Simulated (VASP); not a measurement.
# CaO (Lime) (Fm-3m) in VASP: notebook

The runs below take CaO (Lime) through relaxation of the atoms, with LDA.

All numbers are computed with VASP 6.6.1; they aren't measurements. Logs are shortened: lines on timing, memory, paths and dates and some standing lists are left out, and cuts for length are marked.

## 1. The structure

It takes space group Fm-3m (No. 225, cubic). Conventional cell: a = 4.718 Å, b = 4.718 Å, c = 4.718 Å, α = 90.00°, β = 90.00°, γ = 90.00°. Ca (site symmetry m-3m) is surrounded by 6 O at 2.36 Å. O (site symmetry m-3m) is surrounded by 6 Ca at 2.36 Å.

## 2. Relaxation of the atoms, LDA (a relaxed cell with its volume scaled by 0.94)

The input, INCAR:

```
SYSTEM = CaO
  PREC = Accurate
  ENCUT = 600
  EDIFF = 1E-7
  ISMEAR = 0
  SIGMA = 0.03
  LREAL = .False.
  LASPH = .True.
  NELM = 80
  ALGO = Normal
  ISIF = 2
  LWAVE = .False.
  LCHARG = .False.
  GGA = CA
  IBRION = 2
  NSW = 40
  EDIFFG = -0.01
```

The input, KPOINTS:

```
Automatic mesh
0
Gamma
  10 10 10
  0 0 0
```

The input, POSCAR:

```
CaO                                     
1.0
    0.0000000000      2.3106284643      2.3106284643
    2.3106284643      0.0000000000      2.3106284643
    2.3106284643      2.3106284643      0.0000000000
  Ca              O             
     1     1
Direct
     0.0000000000000000    0.0000000000000000    0.0000000000000000
     0.5000000000000000    0.5000000000000000    0.5000000000000000
```

Potentials or basis: VASP PAW LDA potentials, release 64 (Ca_sv, O).

On the command line:

```
> cat potpaw_LDA.64/Ca_sv/POTCAR potpaw_LDA.64/O/POTCAR > POTCAR
> mpirun -np 1 vasp_std > vasp.out
```

OUTCAR:

```text
SYSTEM = CaO
   PREC = Accurate
   ENCUT = 600
   EDIFF = 1E-7
   ISMEAR = 0
   LREAL = .False.
   LASPH = .True.
   NELM = 80
   ISIF = 2
   GGA = CA
   IBRION = 2
   NSW = 40
   EDIFFG = -0.01

 ion  position               nearest neighbor table
   1  0.000  0.000  0.000-   2 2.31   2 2.31   2 2.31   2 2.31   2 2.31   2 2.31
   2  0.500  0.500  0.500-   1 2.31   1 2.31   1 2.31   1 2.31   1 2.31   1 2.31

  LATTYP: Found a face centered cubic cell.
 ALAT       =     4.6212569286

  Lattice vectors:

 A1 = (   0.0000000000,   2.3106284643,   2.3106284643)
 A2 = (   2.3106284643,   0.0000000000,   2.3106284643)
 A3 = (   2.3106284643,   2.3106284643,   0.0000000000)

Analysis of symmetry for initial positions (statically):
=====================================================================
 Subroutine PRICEL returns:
 Original cell was already a primitive cell.

 Routine SETGRP: Setting up the symmetry group for a
 face centered cubic supercell.

 Subroutine GETGRP returns: Found 48 space group operations
 (whereof 48 operations were pure point group operations)
 out of a pool of 48 trial point group operations.

The static configuration has the point symmetry O_h .

Analysis of symmetry for dynamics (positions and initial velocities):
=====================================================================
 Subroutine PRICEL returns:
 Original cell was already a primitive cell.

 Routine SETGRP: Setting up the symmetry group for a
 face centered cubic supercell.

 Subroutine GETGRP returns: Found 48 space group operations
 (whereof 48 operations were pure point group operations)
 out of a pool of 48 trial point group operations.

The dynamic configuration has the point symmetry O_h .

 Subroutine INISYM returns: Found 48 space group operations
 (whereof 48 operations are pure point group operations),
 and found     1 'primitive' translations

----------------------------------------------------------------------------------------

                                     Primitive cell

  volume of cell :      24.6729

  direct lattice vectors                    reciprocal lattice vectors
     0.000000000  2.310628464  2.310628464    -0.216391344  0.216391344  0.216391344
     2.310628464  0.000000000  2.310628464     0.216391344 -0.216391344  0.216391344
     2.310628464  2.310628464  0.000000000     0.216391344  0.216391344 -0.216391344

  length of vectors
     3.267722112  3.267722112  3.267722112     0.374800803  0.374800803  0.374800803

  position of ions in fractional coordinates (direct lattice)
     0.000000000  0.000000000  0.000000000
     0.500000000  0.500000000  0.500000000

  ion indices of the primitive-cell ions
   primitive index   ion index
                 1           1
                 2           2

----------------------------------------------------------------------------------------

 KPOINTS: Automatic mesh

Automatic generation of k-mesh.
 Grid dimensions read from file:
 generate k-points for:   10   10   10

 Generating k-lattice:

  Cartesian coordinates                     Fractional coordinates (reciprocal lattice)
    -0.021639134  0.021639134  0.021639134     0.100000000  0.000000000  0.000000000
     0.021639134 -0.021639134  0.021639134     0.000000000  0.100000000  0.000000000
     0.021639134  0.021639134 -0.021639134     0.000000000  0.000000000  0.100000000

  Length of vectors
     0.037480080  0.037480080  0.037480080

  Shift w.r.t. Gamma in fractional coordinates (k-lattice)
     0.000000000  0.000000000  0.000000000

 Subroutine IBZKPT returns following result:
 ===========================================

 Found     47 irreducible k-points:

 Following reciprocal coordinates:
            Coordinates               Weight
  0.000000  0.000000  0.000000      1.000000
  0.100000  0.000000  0.000000      8.000000
  0.200000  0.000000  0.000000      8.000000
  0.300000  0.000000  0.000000      8.000000
  0.400000  0.000000  0.000000      8.000000
  0.500000  0.000000  0.000000      4.000000
[... 16 lines left out ...]
  0.300000  0.300000  0.000000      6.000000
  0.400000  0.300000  0.000000     24.000000
 [... further k-points ...]
   k-points           NKPTS =     47   k-points in BZ     NKDIM =     47   number of bands    NBANDS=     12
   number of dos      NEDOS =    301   number of ions     NIONS =      2
   total plane-waves  NPLWV =  21952
   dimension x,y,z NGX =    28 NGY =   28 NGZ =   28
   dimension x,y,z NGXF=    56 NGYF=   56 NGZF=   56
   ions per type =               1   1
   NGX,Y,Z   is equivalent  to a cutoff of  14.25, 14.25, 14.25 a.u.
   NGXF,Y,Z  is equivalent  to a cutoff of  28.49, 28.49, 28.49 a.u.
 SYSTEM =  CaO
   PREC   = accura    normal or accurate (medium, high low for compatibility)
   ISTART =      0    job   : 0-new  1-cont  2-samecut
   ICHARG =      2    charge: 1-file 2-atom 10-const
   ISPIN  =      1    spin polarized calculation?
   LNONCOLLINEAR =      F non collinear calculations
   LSORBIT =      F    spin-orbit coupling
   LASPH  =      T    aspherical Exc in radial PAW
   ENCUT  =  600.0 eV  44.10 Ry    6.64 a.u.   6.53  6.53  6.53*2*pi/ulx,y,z
   NELM   =     80;   NELMIN=  2; NELMDL= -5     # of ELM steps
   EDIFF  = 0.1E-06   stopping-criterion for ELM
   LREAL  =      F    real-space projection
   EDIFFG = -.1E-01   stopping-criterion for IOM
   NSW    =     40    number of steps for IOM
   IBRION =      2    ionic relax: 0-MD 1-quasi-New 2-CG
   NFREE  =      1    steps in history (QN), initial steepest desc. (CG)
   ISIF   =      2    stress and relaxation
   ISYM   =      2    0-nonsym 1-usesym 2-fastsym
   POTIM  = 0.5000    time-step for ionic-motion
   TEBEG  =    0.0;   TEEND  =   0.0 temperature during run
   PSTRESS=    0.0 pullay stress
   NELECT =      16.0000    total number of electrons
   NUPDOWN=      -1.0000    fix difference up-down
   EMIN   =  10.00;   EMAX   =-10.00  energy-range for DOS
   EFERMI =   0.00;   METHOD = LEGACY
   ISMEAR =     0;   SIGMA  =   0.03  broadening in eV -4-tet -1-fermi 0-gaus
   EFERMI_NEDOS =   21; number of points for ismear=-14 and -15
   IALGO  =     38    algorithm
   IMIX   =      4    mixing-type and parameters
     AMIX     =   0.40;   BMIX     =  1.00
     AMIX_MAG =   1.60;   BMIX_MAG =  1.00
  volume/ion in A,a.u.               =      12.34        83.25
  Fermi-wavevector in a.u.,A,eV,Ry     =   1.417016  2.677772 27.319599  2.007934
  Thomas-Fermi vector in A             =   2.538290
   LORBIT       =      0    0 simple, 1 ext, 2 COOP (PROOUT), +10 PAW based schemes
   GGA     = CA    functional components
   LHFCALC =     F    Hartree Fock is set to
   AEXX    =    0.0000 exact exchange contribution
   IVDW    =     0    specifies the selected vdW correction
   LEPSILON=     F    determine dielectric tensor
   LRPA    =     F    only Hartree local field effects (RPA)
 conjugate gradient relaxation of ions
 non-spin polarized calculation
 Gauss-broadening in eV      SIGMA  =   0.03
  energy-cutoff  :      600.00
  volume of cell :       24.67
 maximum number of plane-waves:       869
 NGX is ok and might be reduce to    28
   NGX = 13   NGY = 13   NGZ = 13

 number of electron      16.0000003 magnetization

 Free energy of the ion-electron system (eV)
  ---------------------------------------------------
  ext. energy  EPLUGINS =         0.00000000
  ---------------------------------------------------
  free energy    TOTEN  =       -14.17794841 eV

  energy without entropy =      -14.17794841  energy(sigma->0) =      -14.17794841

 E-fermi :   2.8902     XC(G=0): -11.6199

 val. band max:        2.7426592270   @ k =   0.0000   0.0000   0.0000
 cond. band min:       6.1094712337   @ k =   0.5000   0.5000   0.0000
 fundamental gap:      3.3668120067
 Fermi energy:         2.8902020278

 k-point     1 :       0.0000    0.0000    0.0000
  band No.  band energies     occupation
      1     -33.8859      2.00000
      2     -14.8156      2.00000
      3     -14.8156      2.00000
      4     -14.8156      2.00000
      5     -12.6970      2.00000
      6       2.7427      2.00000
      7       2.7427      2.00000
      8       2.7427      2.00000
      9       8.3260      0.00000
     10       9.1060      0.00000
     11       9.1060      0.00000
     12       9.1060      0.00000

 k-point     2 :       0.1000    0.0000    0.0000
  band No.  band energies     occupation
      1     -33.8683      2.00000
      2     -15.0920      2.00000
      3     -14.8230      2.00000
      4     -14.8230      2.00000
      5     -12.4195      2.00000
      6       2.3467      2.00000
      7       2.5649      2.00000
      8       2.5649      2.00000
      9       8.7927      0.00000
     10       9.0814      0.00000
     11       9.3090      0.00000
     12       9.3090      0.00000

 k-point     3 :       0.2000    0.0000    0.0000
  band No.  band energies     occupation
      1     -33.8218      2.00000
      2     -15.6349      2.00000
      3     -14.8420      2.00000
      4     -14.8420      2.00000
      5     -11.8722      2.00000
      6       1.4804      2.00000
      7       2.1448      2.00000
      8       2.1448      2.00000
      9       9.0848      0.00000
     10       9.8710      0.00000
     11       9.8710      0.00000
     12       9.9280      0.00000
[... 286 lines left out ...]
 k-point    23 :       0.3000    0.3000    0.0000
  band No.  band energies     occupation
      1     -33.7265      2.00000
      2     -15.8007      2.00000
      3     -15.0495      2.00000
      4     -15.0495      2.00000
      5     -11.9030      2.00000
      6       0.8231      2.00000
      7       2.4003      2.00000
      8       2.4003      2.00000
      9       6.9064      0.00000
     10      10.6546      0.00000
     11      11.7588      0.00000
     12      11.9297      0.00000

 k-point    24 :       0.4000    0.3000    0.0000
  band No.  band energies     occupation
      1     -33.6900      2.00000
      2     -15.8840      2.00000
      3     -15.1303      2.00000
      4     -15.0843      2.00000
      5     -11.9448      2.00000
      6       0.9583      2.00000
      7       2.1584      2.00000
      8       2.2708      2.00000
      9       6.8875      0.00000
     10      11.2428      0.00000
     11      12.1625      0.00000
     12      12.3115      0.00000

 [... further k-points ...]

------------------------ aborting loop because EDIFF is reached ----------------------------------------

  FORCE on cell =-STRESS in cart. coord.  units (eV):
  Direction    XX          YY          ZZ          XY          YZ          ZX
  --------------------------------------------------------------------------------------
  -------------------------------------------------------------------------------------
  Total        1.4163919      1.4163919      1.4163919     -0.0000000      0.0000000      0.0000000
  in kB       91.9758176     91.9758176     91.9758176     -0.0000000      0.0000000      0.0000000
  external PRESSURE =      91.9758176 kB  Pullay stress =       0.0000000 kB

 VOLUME and BASIS-vectors are now :
 -----------------------------------------------------------------------------
  energy-cutoff  :      600.00
  volume of cell :       24.67
      direct lattice vectors                 reciprocal lattice vectors
     0.000000000  2.310628464  2.310628464    -0.216391344  0.216391344  0.216391344
     2.310628464  0.000000000  2.310628464     0.216391344 -0.216391344  0.216391344
     2.310628464  2.310628464  0.000000000     0.216391344  0.216391344 -0.216391344

 POSITION                                       TOTAL-FORCE (eV/Angst)
 -----------------------------------------------------------------------------------
      0.00000      0.00000      0.00000         0.000000     -0.000000      0.000000
      2.31063      2.31063      2.31063        -0.000000      0.000000     -0.000000
 -----------------------------------------------------------------------------------
    total drift:                                0.000000      0.000000      0.000000

  FREE ENERGIE OF THE ION-ELECTRON SYSTEM (eV)
  ---------------------------------------------------
  free  energy   TOTEN  =       -14.1779484129 eV

  energy  without entropy=      -14.1779484129  energy(sigma->0) =      -14.17794841

 reached required accuracy - stopping structural energy minimisation
```

Wall time 8.7 s (1 thread of Intel Xeon 6975P-C (Granite Rapids), shared host); peak memory 0.15 GiB.

Results:

```
Free energy             : -14.1779 eV
Pressure after relaxing : 9.2 GPa
Band gap on the k mesh  : 3.37 eV, indirect (least direct gap 3.70 eV)
```

Final structure:
```
Ca O
1.0
     0.00000    2.31063    2.31063
     2.31063    0.00000    2.31063
     2.31063    2.31063    0.00000
Ca O
1 1
Cartesian
  0.0000 0.0000 0.0000
  2.3106 2.3106 2.3106
```

Caveat: the relaxation stopped at its first step, so nothing moved.

## 3. Relaxation of the atoms, LDA (a relaxed cell with its volume scaled by 0.96)

INCAR is that of step 2.

KPOINTS is that of step 2.

The input, POSCAR:

```
CaO                                     
1.0
    0.0000000000      2.3269010318      2.3269010318
    2.3269010318      0.0000000000      2.3269010318
    2.3269010318      2.3269010318      0.0000000000
  Ca              O             
     1     1
Direct
     0.0000000000000000    0.0000000000000000    0.0000000000000000
     0.5000000000000000    0.5000000000000000    0.5000000000000000
```

Potentials or basis: VASP PAW LDA potentials, release 64 (Ca_sv, O).

On the command line:

```
> cat potpaw_LDA.64/Ca_sv/POTCAR potpaw_LDA.64/O/POTCAR > POTCAR
> mpirun -np 1 vasp_std > vasp.out
```

Wall time 9.4 s (1 thread of Intel Xeon 6975P-C (Granite Rapids), shared host); peak memory 0.15 GiB.

The run converged. Its results:

```yaml
Free_energy: -14.2034 eV
Pressure_after_relaxing: 5.8 GPa
Band_gap_on_the_k_mesh: 3.39 eV, indirect (least direct gap 3.73 eV)
```

Final structure:
```
CELL_PARAMETERS angstrom
0.00000 2.32690 2.32690
2.32690 0.00000 2.32690
2.32690 2.32690 0.00000
ATOMIC_POSITIONS crystal
Ca 0.00000 0.00000 0.00000
O 0.50000 0.50000 0.50000
```

Levels at points of the mesh, in eV from the valence-band top:
| k point | band 5 | band 6 | band 7 | band 8 | band 9 | band 10 | band 11 | band 12 |
| --- | --- | --- | --- | --- | --- | --- | --- | --- |
| (0.00, 0.00, 0.00) | -15.40 | 0.00 | 0.00 | 0.00 | 5.39 | 6.32 | 6.32 | 6.32 |
| (0.50, 0.00, 0.00) | -13.68 | -2.95 | -1.44 | -1.44 | 7.41 | 8.83 | 8.83 | 9.07 |
| (0.50, 0.50, 0.00) | -15.17 | -1.24 | -0.34 | -0.34 | 3.39 | 8.77 | 9.43 | 10.20 |

Caveat: the relaxation stopped at its first step, so nothing moved.

## 4. Relaxation of the atoms, LDA (a relaxed cell with its volume scaled by 0.98)

INCAR is that of step 3.

KPOINTS is that of step 3.

The input, POSCAR:

```
CaO                                     
1.0
    0.0000000000      2.3429491323      2.3429491323
    2.3429491323      0.0000000000      2.3429491323
    2.3429491323      2.3429491323      0.0000000000
  Ca              O             
     1     1
Direct
     0.0000000000000000    0.0000000000000000    0.0000000000000000
     0.5000000000000000    0.5000000000000000    0.5000000000000000
```

On the command line:

```
> cat potpaw_LDA.64/Ca_sv/POTCAR potpaw_LDA.64/O/POTCAR > POTCAR
> mpirun -np 1 vasp_std > vasp.out
```

Wall time 8.6 s (1 thread of Intel Xeon 6975P-C (Granite Rapids), shared host); peak memory 0.15 GiB.

Results (log left out):

- Free energy: -14.2184 eV
- Pressure after relaxing: 2.8 GPa
- Band gap on the k mesh: 3.41 eV, indirect (least direct gap 3.76 eV)

Final structure:
```cif
data_structure
_symmetry_space_group_name_H-M 'P 1'
_symmetry_Int_Tables_number 1
_cell_length_a 3.3134
_cell_length_b 3.3134
_cell_length_c 3.3134
_cell_angle_alpha 60.000
_cell_angle_beta 60.000
_cell_angle_gamma 60.000
_cell_volume 25.72
loop_
_atom_site_label
_atom_site_type_symbol
_atom_site_fract_x
_atom_site_fract_y
_atom_site_fract_z
_atom_site_occupancy
Ca1 Ca 0.00000 0.00000 0.00000 1
O1 O 0.50000 0.50000 0.50000 1
```

Levels at points of the mesh, in eV from the valence-band top:
| k point | band 4 | band 5 | band 6 | band 7 | band 8 | band 9 | band 10 | band 11 | band 12 |
| --- | --- | --- | --- | --- | --- | --- | --- | --- | --- |
| (0.00, 0.00, 0.00) | -17.75 | -15.36 | 0.00 | 0.00 | 0.00 | 5.21 | 6.28 | 6.28 | 6.28 |
| (0.50, 0.00, 0.00) | -17.82 | -13.75 | -2.90 | -1.40 | -1.40 | 7.31 | 8.72 | 8.72 | 8.90 |
| (0.50, 0.50, 0.00) | -18.06 | -15.12 | -1.26 | -0.35 | -0.35 | 3.41 | 8.60 | 9.31 | 10.06 |

Caveat: the relaxation stopped at its first step, so nothing moved. A k mesh can miss the band edges.

(Part 1 of 2 ends here.)
